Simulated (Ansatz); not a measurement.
## Fe in Ansatz: the effect of starting spin order

Fe:

```
Fe
1.0
     0.00000    1.94174    1.96511
     1.49844    0.00000    1.96511
     1.49844    1.94174    0.00000
Fe
1
Direct
  0.00000 0.00000 0.00000
```

Alike in all runs:

* Program: Ansatz 0.2.0
* Task: single point
* Functional: PBEsol
* Potentials or basis: Ansatz PAW
* Cutoff: 420 eV (not typed: the program's choice for these potentials)
* k mesh: 13 × 13 × 13
* Occupations: fermi-dirac, width 0.05 eV

| starting spin order | spin | starting moments | energy over the lowest run (meV/atom) | final net moment (μB) | final largest site moment (μB) |
| --- | --- | --- | --- | --- | --- |
| spin off | no spin polarisation | - | ? | ? | ? |
| fm | collinear spin, ferromagnetic start | [3.0] μB | 0.0 | 2.18 | 2.21 |
| random | collinear spin, random start | [-2.74] μB | 0.0 | -2.18 | 2.21 |
| ferromagnetic start, larger moments | collinear spin, ferromagnetic start | [4.5] μB | 0.0 | 2.18 | 2.21 |

**Question.** What does the run with starting spin order spin off give?

**Answer.** Energy over the lowest run 440.5 meV/atom; final net moment 0.00 μB; final largest site moment 0.00 μB.
